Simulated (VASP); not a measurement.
Set up this calculation in VASP 6.6.1, as the native input.

```yaml
Task: relaxation of cell and atoms
Functional: PBE
Dispersion: D3(BJ)
Potentials_or_basis: VASP PAW PBE potentials, release 64 (Ti_sv, S)
Cutoff: 600 eV
k_mesh: 12 × 12 × 7
Occupations: methfessel-paxton, width 0.1 eV
Spin: no spin polarisation
Further_INCAR_settings: ALGO = Normal; EDIFF = 1e-07; IBRION = 2; EDIFFG = -0.005; NSW = 90; ISIF = 3
```

The structure of TiS2 lies in POSCAR:

```
TiS2                                    
1.0
    3.3578945569      0.0000000001      0.0000000000
   -1.6789472834      2.9080219915     -0.0000000000
   -0.0000000000     -0.0000000000      5.5204507421
  Ti              S             
     1     2
Direct
     0.0000000000000000    0.0000000000000000    0.0000000000000000
     0.3333333300000021    0.6666666699999979    0.2590401004404578
     0.6666666699999979    0.3333333300000021    0.7409598995595422
```

The cell was built by a generator and needn't be a form met in nature.

The input as run:

INCAR

```
ALGO = Normal
EDIFF = 1E-7
EDIFFG = -0.005
ENCUT = 600
GGA = PE
IBRION = 2
ISIF = 3
ISMEAR = 1
IVDW = 12
LASPH = True
LCHARG = False
LREAL = False
LWAVE = False
NELM = 80
NSW = 90
PREC = Accurate
SIGMA = 0.1
```

KPOINTS

```
k-points
0
Gamma
  12 12 7
```

Potentials or basis: VASP PAW PBE potentials, release 64 (Ti_sv, S).

The run is started by

```console
$ cat potpaw_PBE.64/Ti_sv/POTCAR potpaw_PBE.64/S/POTCAR > POTCAR
$ mpirun -np 1 vasp_std > vasp.out
```

Results of the run:

- Relaxed volume: 17.96 Å³/atom
- Relaxed cell: a = 3.358 Å, b = 3.358 Å, c = 5.520 Å, α = 90.00°, β = 90.00°, γ = 120.00°
- Space group after relaxing (to 0.05 Å): P-3m1 (No. 164)
- Energy gained by relaxing: 0.0 meV/atom
- Ionic steps: 3
- Pressure after relaxing: 0.0 GPa
- Band gap on the k mesh: none (metal or under the smearing width)
- Dispersion energy per atom: -0.411 eV

Caveat: pairwise dispersion overbinds metals, which lowers pressure and volume.

Run time: 3.7 min on 1 thread of Intel(R) Xeon(R) Platinum 8375C CPU @ 2.90GHz (Ice Lake) (shared host), peak memory 0.28 GiB.
